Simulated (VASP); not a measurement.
Given:

```
BaSnO3
1.0
    4.14469     0.00000     0.00000
    0.00000     4.14469     0.00000
    0.00000     0.00000     4.14469
Ba Sn O
1 1 3
Direct
  0.00000   0.00000   0.00000
  0.50000   0.50000   0.50000
  0.50000   0.00000   0.50000
  0.00000   0.50000   0.50000
  0.50000   0.50000   0.00000
```

The numbers are results of r2SCAN meta-GGA, VASP's PBE PAW potentials (set 64) (plane waves; VASP), not measurements. Run with 520 eV cut-off, 10×10×10 Γ-centred mesh, Gaussian smearing of 0.010 eV, potentials Ba_sv Sn_d O.

Unless said otherwise, spin-orbit coupling is left out, though it shifts the bands of the heavy elements here.

Estimate the energy per atom (σ→0), band gap (on the k-mesh) with the smallest direct gap where there is one.

```
Quantity                                       Value
-----------------------------------  ---------------
band gap (on the k-mesh)                     1.43 eV
smallest direct gap (on the k-mesh)          1.94 eV
energy per atom (σ→0)                -16.267 eV/atom
```

The compound is BaSnO3 in the cubic perovskite structure. It was relaxed first.
